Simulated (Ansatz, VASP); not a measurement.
**Ni: VASP beside Ansatz**

```xyz
1
Lattice="0.0000 1.7376 1.7376 1.7376 0.0000 1.7376 1.7376 1.7376 0.0000" Properties=species:S:1:pos:R:3 pbc="T T T"
Ni    0.0000    0.0000    0.0000
```

Alike in both runs: task relaxation of cell and atoms; functional PBEsol; dispersion D3(BJ); k mesh 13 × 13 × 13; occupations fermi-dirac, width 0.05 eV; collinear spin, ferromagnetic start.

```csv
,VASP,Ansatz
version,VASP 6.6.1,Ansatz 0.2.0
potentials or method,"VASP PAW PBE potentials, release 64 (Ni)",Ansatz PAW
plane-wave cutoff (eV),600,420
valence electrons in the cell,10,18
```

|  | VASP | Ansatz | Ansatz less VASP |
| --- | --- | --- | --- |
| net moment per atom (μB) | 0.62 | 0.63 | +0.005 |
| size of the moment on the site where the two differ most (μB) | 0.62 | 0.66 | +0.034 |
| relaxed volume (Å³/atom) | 10.08 | 10.08 | +0.007 |
| relaxed cell length with the largest relative difference (Å) | 2.425 | 2.425 | +0.0005 |
| energy change over the relaxation (meV/atom) | -12 | -12 | +0.5 |

Site moments also hang on the region over which each program counts them. The two sets of potentials don't hold the same shells in valence.

Caveats: the PAW data sets were made with another functional, which shifts forces and pressure a little (VASP); pairwise dispersion overbinds metals, which lowers pressure and volume (VASP); the plane-wave basis is chosen anew once the cell has moved, so the energies of steps on either side of that aren't comparable (Ansatz); the PAW data sets come from PBE, with cores solved anew for the run's functional, which leaves a small shift of forces and pressure (Ansatz).
